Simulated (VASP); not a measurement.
Set up this calculation in VASP 6.6.1, as the native input.

| Item | Value |
| --- | --- |
| Task | single point |
| Functional | PBE |
| Potentials or basis | VASP PAW PBE potentials, release 64 (Nb_pv, N) |
| Cutoff | 900 eV |
| k mesh | 7 × 7 × 1 |
| Occupations | fermi-dirac, width 0.05 eV |
| Spin | no spin polarisation |
| Dipole correction | yes |
| Further INCAR settings | ALGO = Normal; EDIFF = 1e-06 |

The structure of Nb5N4 lies in POSCAR:

```
Nb5N4
1.0
    2.9399979705      0.0000000000      0.0000000000
   -1.4699989852      2.5461129295      0.0000000000
    0.0000000000      0.0000000000     26.1600000000
Nb N
5 4
Direct
    0.0000000000      0.0000000000      0.2866972477
    0.0000000000      0.0000000000      0.3933486239
    0.0000000000      0.0000000000      0.5000000000
    0.0000000000      0.0000000000      0.6066513761
    0.0000000000      0.0000000000      0.7133027523
    0.6666666667      0.3333333334      0.3400229358
    0.6666666667      0.3333333334      0.4466743119
    0.6666666667      0.3333333334      0.5533256881
    0.6666666667      0.3333333334      0.6599770642
```

These files were run (other wordings do the same):

INCAR

```
SYSTEM = Nb5N4
ALGO     = Normal         ! electronic algorithm
DIPOL    = 0.5 0.5 0.500
EDIFF    = 1E-6           ! SCF threshold, eV
ENCUT    = 900            ! plane-wave cutoff, eV
GGA      = PE             ! functional
IDIPOL   = 3            
ISIF     = 2              ! what is computed and relaxed
ISMEAR   = -1             ! smearing method
LASPH    = .TRUE.         ! aspherical terms in the spheres
LCHARG   = .FALSE.        ! write CHGCAR
LDIPOL   = .TRUE.       
LREAL    = .FALSE.        ! projectors in reciprocal space
LWAVE    = .FALSE.        ! write WAVECAR
NELM     = 60             ! most SCF steps
PREC     = Accurate       ! precision mode
SIGMA    = 0.05           ! smearing width, eV
```

KPOINTS

```
k-points
0
G
  7 7 1
  0 0 0
```

Potentials or basis: VASP PAW PBE potentials, release 64 (Nb_pv, N).

Launch:

```sh
$ cat potpaw_PBE.64/Nb_pv/POTCAR potpaw_PBE.64/N/POTCAR > POTCAR
$ mpirun -np 1 vasp_std > vasp.out
```

Results of the run:

The largest force is 1.494 eV/Å and the band gap on the k mesh is none (metal or under the smearing width).

Wall time 5.8 min on 1 thread of Intel(R) Xeon(R) Platinum 8559C (Emerald Rapids), on a shared host, peak memory 0.56 GiB.
